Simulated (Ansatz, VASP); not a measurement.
# Two plane-wave programs on C

```
CELL_PARAMETERS angstrom
2.61874 0.00000 0.00000
-1.30937 2.26789 0.00000
0.00000 0.00000 8.30459
ATOMIC_POSITIONS crystal
C 0.00000 0.00000 0.09297
C 0.00000 0.00000 0.59297
C 0.00000 0.00000 0.40703
C 0.00000 0.00000 0.90703
C 0.33333 0.66667 0.15553
C 0.66667 0.33333 0.65553
C 0.33333 0.66667 0.34447
C 0.66667 0.33333 0.84447
```

Change from the starting cell: strain +0.0400 x Voigt [1, 1, 0, 0, 0, 0], atoms carried along.

Alike in both runs: task single point; functional PBE; k mesh 12 × 12 × 4; occupations gaussian, width 0.05 eV; no spin polarisation.

|  | VASP | Ansatz |
| --- | --- | --- |
| version | VASP 6.6.1 | Ansatz 0.2.0 |
| potentials or method | VASP PAW PBE potentials, release 64 (C) | scalar-relativistic, plane waves, PAW |
| plane-wave cutoff (eV) | 520 | 420 |
| valence electrons in the cell | 32 | 32 |

|  | VASP | Ansatz | Ansatz less VASP |
| --- | --- | --- | --- |
| gap on the k mesh at the Fermi level (eV) | 3.89 | 3.90 | +0.010 |
| least direct gap on the mesh (eV) | 4.68 | 4.69 | +0.010 |
| pressure (GPa) | -28.1 | -28.5 | -0.38 |
| largest component of the traceless stress (GPa) | 26.47 | 26.36 | -0.110 |
| rms of the force components (eV/Å) | 0.034 | 0.032 | -0.0016 |

Atom by atom the forces differ by 0.005 eV/Å (rms over components).

Caveats: so large a pressure means that the cell lies far from this level's equilibrium, or that cutoff or potentials fall short (VASP).
